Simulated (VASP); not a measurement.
# C (Diamond): how numerical settings change the zone-centre modes, part 2 of 2

How far do the zone-centre frequencies of C (Diamond) depend on the numerical settings? The starting structure is a measured crystal structure from the Crystallography Open Database.

VASP 6.6.1.

Results so far: reference T2g 1321.5 cm⁻¹; an 8×8×8 mesh T2g 1321.7 cm⁻¹.

### Step 4. Modes with a cutoff of 400 eV

Level of this step: LDA; plane waves and PAW (C) (VASP).

Against step 2 the input has ENCUT = 400.

The input, INCAR:

```
SYSTEM = C
PREC = Accurate
ENCUT = 400
EDIFF = 1E-08
NELM = 100
ISMEAR = 0
SIGMA = 0.03
LREAL = .FALSE.
ALGO = Normal
GGA = CA
NBANDS = 10
LORBIT = 11
LWAVE = .FALSE.
LCHARG = .FALSE.
KPAR = 4
IBRION = 8
LEPSILON = .TRUE.
LPEAD = .TRUE.
ISIF = 2
```

The input, POSCAR:

```
C
1.0
    0.0000000000      1.7679029686      1.7679029686
    1.7679029686      0.0000000000      1.7679029686
    1.7679029686      1.7679029686      0.0000000000
C
2
Direct
    0.7500000000      0.7500000000      0.7500000000
    0.5000000000      0.5000000000      0.5000000000
```

The input, KPOINTS:

```
Automatic mesh
0
Gamma
14 14 14
0 0 0
```

The projector-augmented-wave data sets are C (LDA family, release 64).

The run is started by

```
> mpirun -np 4 vasp_std
```

What it wrote:

```text
[... set-up lines as in an earlier step ...]
 entering main loop
       N       E                     dE             d eps       ncg     rms          rms(c)
DAV:   1    -0.576545367008E+01   -0.57655E+01   -0.41289E+03  2298   0.617E+02
DAV:   2    -0.209082507875E+02   -0.15143E+02   -0.14828E+02  2772   0.113E+02
DAV:   3    -0.211090169518E+02   -0.20077E+00   -0.20052E+00  2420   0.104E+01
DAV:   4    -0.211093044283E+02   -0.28748E-03   -0.28746E-03  2294   0.478E-01
[...]
DAV:  10    -0.202586193678E+02   -0.14908E-05   -0.15728E-06  2280   0.110E-02    0.437E-03
DAV:  11    -0.202586193291E+02    0.38696E-07   -0.49767E-08  2366   0.181E-03    0.636E-04
DAV:  12    -0.202586193243E+02    0.48530E-08   -0.97839E-10  1248   0.306E-04
   1 F= -.20258619E+02 E0= -.20258619E+02  d E =-.104602E-12
 Linear response reoptimize wavefunctions to high precision
DAV:   1    -0.202586193232E+02    0.10274E-08   -0.54880E-11  1292   0.762E-05
DAV:   2    -0.202586193232E+02   -0.51159E-11   -0.16228E-12  1086   0.134E-05
 Linear response to external field (no local field effect), progress :
[...]
RMM:   9    -0.153888283826E+00    0.13393E-06    0.25904E-11  3901   0.226E-05    0.217E-06
 change of polarisation eV/A/(eV/A) component  3 :     0.015     0.059     0.291
 dielectric tensor                  component  3 :     0.246     0.967     5.765
 Linear response DOF=           1
 Linear response progress:
  Degree of freedom:   1/  1
       N       E                     dE             d eps       ncg     rms          rms(c)
RMM:   1    -0.119886020541E+00   -0.11989E+00   -0.23061E-02 20517   0.202E+00
RMM:   2    -0.110055699493E+00    0.98303E-02   -0.16586E-03 13049   0.387E-01    0.187E-01
RMM:   3    -0.110275493354E+00   -0.21979E-03   -0.58490E-05 12772   0.109E-01    0.102E-01
RMM:   4    -0.111077676226E+00   -0.80218E-03   -0.13100E-04 12631   0.114E-01    0.132E-02
[...]
RMM:   8    -0.111044806004E+00   -0.38642E-07   -0.22066E-08 14245   0.586E-05    0.915E-06
RMM:   9    -0.111044681191E+00    0.12481E-06   -0.27746E-08 14827   0.312E-05    0.161E-06
RMM:  10    -0.111044677748E+00    0.34435E-08   -0.84002E-09 11678   0.206E-05    0.155E-07
 first order change of Fermi-energy   0.44768E-04
 force on displaced ion       1 direction 1 : -38.634  -0.000  -0.000
 Born effective charge ion    1 direction 1 :  -0.001   0.000   0.000
 Born effective charges drift removed
 Linear response finished
```

The job ended after 7 s (4 MPI ranks of Intel Xeon 6975P-C (Granite Rapids), shared host; peak memory 0.93 GiB).

From OUTCAR (step 4):

```text
  Total       -0.2632907     -0.2632907     -0.2632907      0.0000000     -0.0000000      0.0000000
  in kB      -38.1716338    -38.1716338    -38.1716338      0.0000000     -0.0000000      0.0000000
  external PRESSURE =     -38.1716338 kB  Pullay stress =       0.0000000 kB

 POSITION                                       TOTAL-FORCE (eV/Angst)
 -----------------------------------------------------------------------------------
      2.65185      2.65185      2.65185         0.000000     -0.000000     -0.000000
      1.76790      1.76790      1.76790        -0.000000      0.000000      0.000000
 -----------------------------------------------------------------------------------
    total drift:                                0.000000      0.000000      0.000000

 MACROSCOPIC STATIC DIELECTRIC TENSOR (including local field effects in DFT)
 ------------------------------------------------------
           5.765148     0.000000    -0.000000
          -0.000000     5.765148    -0.000000
          -0.000000     0.000000     5.765148
 ------------------------------------------------------

 MACROSCOPIC STATIC DIELECTRIC TENSOR IONIC CONTRIBUTION
 ------------------------------------------------------
           0.000000    -0.000000    -0.000000
          -0.000000     0.000000    -0.000000
          -0.000000    -0.000000     0.000000
 ------------------------------------------------------

[... 1 part as in an earlier step ...]

[... 1 further part left out ...]
```

With a cutoff of 400 eV the mode is T2g 1322.6 cm⁻¹, +1.1 cm⁻¹ from the reference.

### Step 5. Modes with a 20×20×20 mesh

Against step 2 the input has a 20×20×20 mesh.

Changes to INCAR since step 4:

```diff
@@ -2,3 +2,3 @@
 PREC = Accurate
-ENCUT = 400
+ENCUT = 520
 EDIFF = 1E-08
```

POSCAR is that of step 4.

The input, KPOINTS:

```
Automatic mesh
0
Gamma
20 20 20
0 0 0
```

The run is started by

```
> mpirun -np 4 vasp_std
```

What it wrote:

```text
[... set-up lines as in an earlier step ...]
 entering main loop
       N       E                     dE             d eps       ncg     rms          rms(c)
DAV:   1    -0.162578983246E+01   -0.16258E+01   -0.48475E+03  5442   0.766E+02
DAV:   2    -0.207607082606E+02   -0.19135E+02   -0.18533E+02  6906   0.129E+02
DAV:   3    -0.211054395042E+02   -0.34473E+00   -0.34404E+00  5974   0.138E+01
DAV:   4    -0.211061470236E+02   -0.70752E-03   -0.70749E-03  5662   0.756E-01
[...]
DAV:  10    -0.202454831377E+02   -0.14227E-05   -0.17527E-06  5596   0.119E-02    0.446E-03
DAV:  11    -0.202454830809E+02    0.56827E-07   -0.56828E-08  5810   0.196E-03    0.703E-04
DAV:  12    -0.202454830730E+02    0.79187E-08   -0.12085E-09  3062   0.348E-04
   1 F= -.20245483E+02 E0= -.20245483E+02  d E =-.727089E-15
 Linear response reoptimize wavefunctions to high precision
DAV:   1    -0.202454830715E+02    0.15359E-08   -0.73035E-11  3274   0.915E-05
DAV:   2    -0.202454830714E+02    0.13074E-10   -0.30009E-12  2708   0.184E-05
 Linear response to external field (no local field effect), progress :
[...]
change of polarisation eV/A/(eV/A) component  3 :     0.022     0.057     0.291
 dielectric tensor                  component  3 :     0.356     0.941     5.766
 Linear response DOF=           1
 Linear response progress:
  Degree of freedom:   1/  1
       N       E                     dE             d eps       ncg     rms          rms(c)
RMM:   1    -0.119640082980E+00   -0.11964E+00   -0.18290E-02 56103   0.207E+00
RMM:   2    -0.110349016294E+00    0.92911E-02   -0.14877E-03 35571   0.396E-01    0.189E-01
RMM:   3    -0.110585204217E+00   -0.23619E-03   -0.13638E-04 35148   0.112E-01    0.103E-01
RMM:   4    -0.111377085301E+00   -0.79188E-03   -0.18235E-04 34866   0.116E-01    0.133E-02
RMM:   5    -0.111338309531E+00    0.38776E-04    0.55739E-06 37884   0.138E-02    0.101E-03
RMM:   6    -0.111338813302E+00   -0.50377E-06    0.10985E-06 37960   0.808E-04    0.448E-04
RMM:   7    -0.111336281638E+00    0.25317E-05    0.32698E-07 38831   0.347E-04    0.661E-05
RMM:   8    -0.111336291544E+00   -0.99051E-08    0.10116E-09 38943   0.420E-05    0.101E-05
 first order change of Fermi-energy   0.27624E-04
 force on displaced ion       1 direction 1 : -38.569  -0.000  -0.000
 Born effective charge ion    1 direction 1 :  -0.000   0.000   0.000
 Born effective charges drift removed
 Linear response finished
```

The job ended after 39 s (4 MPI ranks; peak memory 2.2 GiB; 2.6 min of CPU time).

Parts of OUTCAR (step 5):

```text
  Total        0.0001472      0.0001472      0.0001472      0.0000000     -0.0000000     -0.0000000
  in kB        0.0213391      0.0213391      0.0213391      0.0000000     -0.0000000     -0.0000000
  external PRESSURE =       0.0213391 kB  Pullay stress =       0.0000000 kB

 POSITION                                       TOTAL-FORCE (eV/Angst)
 -----------------------------------------------------------------------------------
      2.65185      2.65185      2.65185         0.000000      0.000000     -0.000000
      1.76790      1.76790      1.76790        -0.000000     -0.000000      0.000000
 -----------------------------------------------------------------------------------
    total drift:                                0.000000     -0.000000      0.000000

 MACROSCOPIC STATIC DIELECTRIC TENSOR (including local field effects in DFT)
 ------------------------------------------------------
           5.765784     0.000000     0.000000
           0.000000     5.765784     0.000000
          -0.000000    -0.000000     5.765784
 ------------------------------------------------------

 MACROSCOPIC STATIC DIELECTRIC TENSOR IONIC CONTRIBUTION
 ------------------------------------------------------
           0.000000     0.000000     0.000000
           0.000000     0.000000     0.000000
           0.000000     0.000000     0.000000
 ------------------------------------------------------

[... 1 part as in an earlier step ...]

[... 1 further part left out ...]
```

With a 20×20×20 mesh the mode is T2g 1321.5 cm⁻¹, as with the reference.

### Step 6. Modes with finite displacements

Against step 2 the input has IBRION = 6, NFREE = 2, POTIM = 0.015, no LEPSILON and no LPEAD (also changed: NSW).

Changes to INCAR since step 5:

```diff
@@ -15,5 +15,6 @@
 KPAR = 4
-IBRION = 8
-LEPSILON = .TRUE.
-LPEAD = .TRUE.
+IBRION = 6
+NFREE = 2
+POTIM = 0.015
+NSW = 1
 ISIF = 2
```

POSCAR is that of step 5.

The input, KPOINTS:

```
Automatic mesh
0
Gamma
14 14 14
0 0 0
```

The run is started by

```
> mpirun -np 4 vasp_std
```

What it wrote:

```text
[... set-up lines as in an earlier step ...]
 entering main loop
       N       E                     dE             d eps       ncg     rms          rms(c)
[... 12 cycles as in an earlier step ...]
   1 F= -.20245491E+02 E0= -.20245491E+02  d E =-.211948E-14
 Found     1 degrees of freedom:
 Finite differences POTIM= 0.01500 DOF=   1
[...]
N       E                     dE             d eps       ncg     rms          rms(c)
DAV:   1    -0.202413017681E+02    0.41893E-02   -0.51423E-01  8560   0.572E+00    0.133E-01
DAV:   2    -0.202412944139E+02    0.73543E-05   -0.27885E-03  9830   0.510E-01    0.779E-02
DAV:   3    -0.202411554626E+02    0.13895E-03   -0.31210E-04  9596   0.139E-01    0.878E-03
DAV:   4    -0.202411546256E+02    0.83700E-06   -0.14096E-05  9602   0.354E-02    0.540E-03
DAV:   5    -0.202411535637E+02    0.10619E-05   -0.25329E-06  9176   0.113E-02    0.385E-04
DAV:   6    -0.202411535717E+02   -0.79841E-08   -0.11075E-07  9580   0.294E-03    0.239E-04
DAV:   7    -0.202411535710E+02    0.65347E-09   -0.15170E-09  4782   0.306E-04
   2 F= -.20241154E+02 E0= -.20241154E+02  d E =-.226007E-37
 Finite differences progress:
  Degree of freedom:   1/  1
  Displacement:        1/  2
  Total:               1/  2
[...]
N       E                     dE             d eps       ncg     rms          rms(c)
DAV:   1    -0.202422351712E+02   -0.10816E-02   -0.12332E+00  8626   0.829E+00    0.264E-01
DAV:   2    -0.202417090671E+02    0.52610E-03   -0.65772E-03  9536   0.747E-01    0.154E-01
DAV:   3    -0.202411614711E+02    0.54760E-03   -0.12611E-03  9506   0.278E-01    0.175E-02
DAV:   4    -0.202411571640E+02    0.43071E-05   -0.54991E-05  9558   0.688E-02    0.104E-02
DAV:   5    -0.202411535264E+02    0.36376E-05   -0.89117E-06  9334   0.212E-02    0.917E-04
DAV:   6    -0.202411535583E+02   -0.31980E-07   -0.39251E-07  9648   0.557E-03    0.446E-04
DAV:   7    -0.202411535570E+02    0.13624E-08   -0.63619E-09  5880   0.601E-04
   3 F= -.20241154E+02 E0= -.20241154E+02  d E =-.226579E-37
 Finite differences progress:
  Degree of freedom:   1/  1
  Displacement:        2/  2
  Total:               2/  2
```

Wall time 7.2 s (4 MPI ranks); peak memory 0.68 GiB; 27 s of CPU time.

OUTCAR, selected parts (step 6):

```text
  Total        0.0028552      0.0073969      0.0073969      0.0000000      0.0633169      0.0000000
  in kB        0.4139445      1.0723899      1.0723899      0.0000000      9.1796286      0.0000000
  external PRESSURE =       0.8529081 kB  Pullay stress =       0.0000000 kB

 POSITION                                       TOTAL-FORCE (eV/Angst)
 -----------------------------------------------------------------------------------
      2.63685      2.65185      2.65185         0.578206      0.000000      0.000000
      1.76790      1.76790      1.76790        -0.578206      0.000000      0.000000
 -----------------------------------------------------------------------------------
    total drift:                                0.000010     -0.000001     -0.000001

  FREE ENERGIE OF THE ION-ELECTRON SYSTEM (eV)
  ---------------------------------------------------
  free  energy   TOTEN  =       -20.2411535570 eV

  energy  without entropy=      -20.2411535570  energy(sigma->0) =      -20.24115356

[... 2 parts as in an earlier step ...]

[... 1 further part left out ...]
[key lines of the parts left out:]
E-fermi :  10.6038
```

The last energy, forces and stress in OUTCAR belong to the last displaced cell, not to that of POSCAR.

With finite displacements the mode is T2g 1321.2 cm⁻¹, -0.3 cm⁻¹ from the reference.

### Step 7. All runs side by side

```tsv
run	T2g	method	core minutes
reference	1321.5	perturbation theory	1.09
an 8×8×8 mesh	1321.7	perturbation theory	0.36
a cutoff of 400 eV	1322.6	perturbation theory	0.467
a 20×20×20 mesh	1321.5	perturbation theory	2.6
finite displacements	1321.2	finite displacements	0.48
```

Modes are in cm⁻¹, degenerate ones as one, matched between runs by symmetry and order. A number in brackets counts the listed modes of one symmetry from the lowest. The symmetry labels come from an automatic analysis and can be wrong where levels nearly coincide. Core minutes are wall time times ranks of the run shown, on a shared host.

### Step 8. Summary of results

```
T2g, reference            : 1321.5 cm⁻¹
T2g, an 8×8×8 mesh        : 1321.7 cm⁻¹
T2g, a cutoff of 400 eV   : 1322.6 cm⁻¹
T2g, a 20×20×20 mesh      : 1321.5 cm⁻¹
T2g, finite displacements : 1321.2 cm⁻¹
```

In words: The largest change comes with a cutoff of 400 eV: +1.1 cm⁻¹ in T2g. On finer settings the modes change by less than 0.1 cm⁻¹ with a 20×20×20 mesh. Other changes move the modes by more: +1.1 cm⁻¹ in T2g with a cutoff of 400 eV and -0.3 cm⁻¹ in T2g with finite displacements. The dielectric constants and Born charges in the logs aren't compared here; at a small gap they can be far off, and in a run without a gap they mean nothing. Further runs on this material are not shown.

[Lines on the potential files, build, host, timing and source positions are cut from VASP's logs without a mark.]

[Logs are printed without paths, hosts, clocks, repeated set-up lines and the standing remarks that a program may print on its own settings, such as how far it seeks lower states.]

[Hosts, paths, dates, database ids (printed as entryN), source tags and the programs' standing remarks are cut or masked in the printed files.]
